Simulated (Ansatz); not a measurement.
Geometry optimisation in Ansatz: input, command and trajectory.

```yaml
crystal:
  lattice:
    - [3.317853269, 0.0, 0.0]
    - [-1.6589266345, 2.873345217, 0.0]
    - [0.0, 0.0, 24.06851927]
  atoms:
    - { symbol: W, position: [0.66666667, 0.33333333, 0.14153752] }
    - { symbol: W, position: [0.33333333, 0.66666667, 0.85846248] }
    - { symbol: Se, position: [0.33333333, 0.66666667, 0.21059449] }
    - { symbol: Se, position: [0.66666667, 0.33333333, 0.9275621] }
    - { symbol: Se, position: [0.33333333, 0.66666667, 0.0724379] }
    - { symbol: Se, position: [0.66666667, 0.33333333, 0.78940551] }
basis:
  ecutwfc: 420
kpoints:
  mp_grid: { grid: [12, 12, 2] }
hamiltonian:
  xc: pbe
  dispersion: d3bj
scf:
  occupations: { method: gaussian, width: 0.02 }
output:
  forces: true
  stress: true
  eigenvalues: true
relax:
  adjacent_minimum: "off"
  f_tol: 0.005
  max_steps: 80
  cell: { stress_tol: 0.05 }
```

```bash
ansatz run input.yaml --threads 2 --pin off --max-ram 5120MiB --backend cpu --events-out ev --progress --plain --runs-dir out
```

Computed with DFT PBE+D3(BJ), scalar-relativistic, plane waves, PAW (Ansatz).

Of 39 frames 10 are shown, positions in Å and forces in eV/Å; the SCF threshold varies from step to step. Steps run on the plane waves of an earlier cell, with a Pulay correction in the pressure. The basis is chosen afresh for the last frame, the zero of the energies, and at times for earlier ones too; energy and pressure step there, also at an unchanged geometry. The mark taken_back stands on steps that the optimiser undid.

```xyz
6
Lattice="3.3179 0.0000 0.0000 -1.6589 2.8733 0.0000 0.0000 0.0000 24.0685" Properties=species:S:1:pos:R:3:forces:R:3 pbc="T T T" step=1 free_energy_over_end_meV_per_atom=69.38 pressure_GPa=-0.57
W     1.6589    0.9578    3.4066    0.0000    0.0000   -0.0520
W     0.0000    1.9156   20.6619    0.0000    0.0000    0.0520
Se    0.0000    1.9156    5.0687    0.0000    0.0000    0.1728
Se    1.6589    0.9578   22.3250    0.0000    0.0000    0.2563
Se    0.0000    1.9156    1.7435    0.0000    0.0000   -0.2563
Se    1.6589    0.9578   18.9998    0.0000    0.0000   -0.1728
6
Lattice="3.2820 0.0000 0.0000 -1.6410 2.8423 0.0000 0.0000 0.0000 23.4143" Properties=species:S:1:pos:R:3:forces:R:3 pbc="T T T" step=5 free_energy_over_end_meV_per_atom=58.84 pressure_GPa=0.12 taken_back
W     1.6410    0.9474    3.1972    0.0000    0.0000    0.0376
W     0.0000    1.8948   20.2171    0.0000    0.0000   -0.0376
Se    0.0000    1.8948    4.8813    0.0000    0.0000    0.0222
Se    1.6410    0.9474   21.8979    0.0000    0.0000    0.0570
Se    0.0000    1.8948    1.5163    0.0000    0.0000   -0.0570
Se    1.6410    0.9474   18.5330    0.0000    0.0000   -0.0222
6
Lattice="3.2819 0.0000 0.0000 -1.6410 2.8422 0.0000 0.0000 0.0000 22.8084" Properties=species:S:1:pos:R:3:forces:R:3 pbc="T T T" step=9 free_energy_over_end_meV_per_atom=58.64 pressure_GPa=0.16
W     1.6410    0.9474    3.2001    0.0000    0.0000    0.0331
W     0.0000    1.8948   19.6083    0.0000    0.0000   -0.0331
Se    0.0000    1.8948    4.8833    0.0000    0.0000    0.0378
Se    1.6410    0.9474   21.2886    0.0000    0.0000    0.0721
Se    0.0000    1.8948    1.5198    0.0000    0.0000   -0.0721
Se    1.6410    0.9474   17.9251    0.0000    0.0000   -0.0378
6
Lattice="3.2846 0.0000 0.0000 -1.6423 2.8446 0.0000 0.0000 0.0000 19.7327" Properties=species:S:1:pos:R:3:forces:R:3 pbc="T T T" step=14 free_energy_over_end_meV_per_atom=57.30 pressure_GPa=0.34
W     1.6423    0.9482    3.1965    0.0000    0.0000   -0.0153
W     0.0000    1.8964   16.5362    0.0000    0.0000    0.0153
Se    0.0000    1.8964    4.8728    0.0000    0.0000    0.1377
Se    1.6423    0.9482   18.2128    0.0000    0.0000    0.1206
Se    0.0000    1.8964    1.5198    0.0000    0.0000   -0.1206
Se    1.6423    0.9482   14.8599    0.0000    0.0000   -0.1377
6
Lattice="3.2819 0.0000 0.0000 -1.6409 2.8422 0.0000 0.0000 0.0000 18.6962" Properties=species:S:1:pos:R:3:forces:R:3 pbc="T T T" step=18 free_energy_over_end_meV_per_atom=55.96 pressure_GPa=0.11
W     1.6409    0.9474    3.1963    0.0000    0.0000    0.0006
W     0.0000    1.8948   15.4999    0.0000    0.0000   -0.0006
Se    0.0000    1.8948    4.8793    0.0000    0.0000    0.0395
Se    1.6409    0.9474   17.1824    0.0000    0.0000    0.0295
Se    0.0000    1.8948    1.5137    0.0000    0.0000   -0.0295
Se    1.6409    0.9474   13.8169    0.0000    0.0000   -0.0395
6
Lattice="3.2847 0.0000 0.0000 -1.6424 2.8447 0.0000 0.0000 0.0000 16.8078" Properties=species:S:1:pos:R:3:forces:R:3 pbc="T T T" step=22 free_energy_over_end_meV_per_atom=52.17 pressure_GPa=-0.23
W     1.6424    0.9482    3.2410    0.0000    0.0000   -0.0014
W     0.0000    1.8964   13.5668    0.0000    0.0000    0.0014
Se    0.0000    1.8964    4.9251    0.0000    0.0000    0.0124
Se    1.6424    0.9482   15.2500    0.0000    0.0000    0.0369
Se    0.0000    1.8964    1.5577    0.0000    0.0000   -0.0369
Se    1.6424    0.9482   11.8827    0.0000    0.0000   -0.0124
6
Lattice="3.2767 0.0000 0.0000 -1.6383 2.8377 0.0000 0.0000 0.0000 14.8871" Properties=species:S:1:pos:R:3:forces:R:3 pbc="T T T" step=26 free_energy_over_end_meV_per_atom=40.68 pressure_GPa=0.13
W     1.6383    0.9459    3.1589    0.0000    0.0000    0.0086
W     0.0000    1.8918   11.7283    0.0000    0.0000   -0.0086
Se    0.0000    1.8918    4.8444    0.0000    0.0000    0.0674
Se    1.6383    0.9459   13.4146    0.0000    0.0000   -0.0522
Se    0.0000    1.8918    1.4725    0.0000    0.0000    0.0522
Se    1.6383    0.9459   10.0427    0.0000    0.0000   -0.0674
6
Lattice="3.2861 0.0000 0.0000 -1.6431 2.8459 0.0000 0.0000 0.0000 13.0304" Properties=species:S:1:pos:R:3:forces:R:3 pbc="T T T" step=31 free_energy_over_end_meV_per_atom=9.22 pressure_GPa=0.98
W     1.6431    0.9486    3.1025    0.0000    0.0000    0.2267
W     0.0000    1.8972    9.9279    0.0000    0.0000   -0.2267
Se    0.0000    1.8972    4.7751    0.0000    0.0000    0.2947
Se    1.6431    0.9486   11.5888    0.0000    0.0000    0.2568
Se    0.0000    1.8972    1.4416    0.0000    0.0000   -0.2568
Se    1.6431    0.9486    8.2553    0.0000    0.0000   -0.2947
6
Lattice="3.2771 0.0000 0.0000 -1.6385 2.8380 0.0000 0.0000 0.0000 12.7859" Properties=species:S:1:pos:R:3:forces:R:3 pbc="T T T" step=35 free_energy_over_end_meV_per_atom=-0.54 pressure_GPa=0.20
W     1.6385    0.9460    3.1796    0.0000    0.0000    0.0532
W     0.0000    1.8920    9.6064    0.0000    0.0000   -0.0532
Se    0.0000    1.8920    4.8651    0.0000    0.0000    0.0096
Se    1.6385    0.9460   11.2888    0.0000    0.0000    0.0227
Se    0.0000    1.8920    1.4971    0.0000    0.0000   -0.0227
Se    1.6385    0.9460    7.9209    0.0000    0.0000   -0.0096
6
Lattice="3.2790 0.0000 0.0000 -1.6395 2.8397 0.0000 0.0000 0.0000 12.7928" Properties=species:S:1:pos:R:3:forces:R:3 pbc="T T T" step=39 free_energy_over_end_meV_per_atom=0.00 pressure_GPa=-0.01
W     1.6395    0.9466    3.1984    0.0000    0.0000    0.0000
W     0.0000    1.8932    9.5944    0.0000    0.0000    0.0000
Se    0.0000    1.8932    4.8827    0.0000    0.0000    0.0005
Se    1.6395    0.9466   11.2787    0.0000    0.0000    0.0010
Se    0.0000    1.8932    1.5141    0.0000    0.0000   -0.0010
Se    1.6395    0.9466    7.9101    0.0000    0.0000   -0.0005
```

The cell shrinks from 38.2 to 19.9 Å³ an atom. At the end the space group is P6_3/mmc (tolerance 0.05 Å).

It took 7.3 min on 2 threads of Arm Neoverse V2, on a shared host, peak memory 0.78 GiB.

Spin–orbit coupling is left out, which can shift energies with elements as heavy as these.